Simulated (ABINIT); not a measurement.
The system is PtS2.

```
Pt S
1.0
     3.54320    0.00000    0.00000
    -1.77160    3.06850    0.00000
     0.00000    0.00000    5.03880
Pt S
1 2
Cartesian
  0.0000 0.0000 0.0000
  1.7716 1.0228 3.8950
  0.0000 2.0457 1.1438
```

Base run:

| Property | Result |
| --- | --- |
| Program | ABINIT 10.8.3 (patched build) |
| Functional | PBE |
| Potentials or basis | JTH PAW PBE v2.0 |
| Cutoff | 544 eV |
| k mesh | 5 × 5 × 3 |
| Occupations | fermi-dirac, width 0.05 eV |
| Spin | no spin polarisation |

Its results: band gap on the k mesh 1.26 eV, indirect (least direct gap 1.39 eV); pressure 12.3 GPa; largest force 1.388 eV/Å.

Q: After a change of settings the same cell gave: band gap on the k mesh 0.79 eV, indirect (least direct gap 0.98 eV); pressure 12.4 GPa; largest force 1.367 eV/Å. Which change was it?
A. functional from PBE to PBEsol; k mesh from 5 × 5 × 3 to 9 × 9 × 5
B. functional from PBE to BP86; k mesh from 5 × 5 × 3 to 9 × 9 × 5
C. k mesh from 5 × 5 × 3 to 7 × 7 × 4
D. functional from PBE to rPW86PBE; k mesh from 5 × 5 × 3 to 9 × 9 × 5

A: C.

Caveats: spin-orbit coupling is left out, which moves the levels of the heavy elements; an odd mesh through Γ misses points on the zone boundary, where band edges often lie; forces of over 1 eV/Å show positions far from the minimum, so gaps and moduli don't describe the material at rest.
